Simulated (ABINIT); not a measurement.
TiTe2, 3 atoms in the cell. It takes space group P-3m1 (No. 164, trigonal). Conventional cell: a = 3.777 Å, b = 3.777 Å, c = 6.498 Å, α = 90.00°, β = 90.00°, γ = 120.00°. Te (site symmetry 3m) is surrounded by 3 Ti at 2.77 Å. Ti (site symmetry -3m) is surrounded by 6 Te at 2.77 Å. 

| Quantity | Value |
| --- | --- |
| Program | ABINIT 10.8.3 (patched build) |
| Task | single point |
| Functional | PBE |
| Potentials or basis | PseudoDojo NC SR PBE v0.4.1 standard |
| Cutoff | 952 eV |
| k mesh | 6 × 6 × 3 |
| Occupations | fermi-dirac, width 0.05 eV |
| Spin | no spin polarisation |

Potentials or basis: PseudoDojo NC SR PBE v0.4.1 standard.

Command:

```console
$ abinit run.abi > log 2>&1
```

Hardware: 1 thread of Arm Neoverse V1, with other jobs on the host.

How long does it take, and how much memory?

It took 120 s on 1 thread of Arm Neoverse V1 (shared host), peak memory 0.12 GiB. Counts: scf iterations 14, mpi ranks 1, k points 17, bands 27, plane waves 5400.
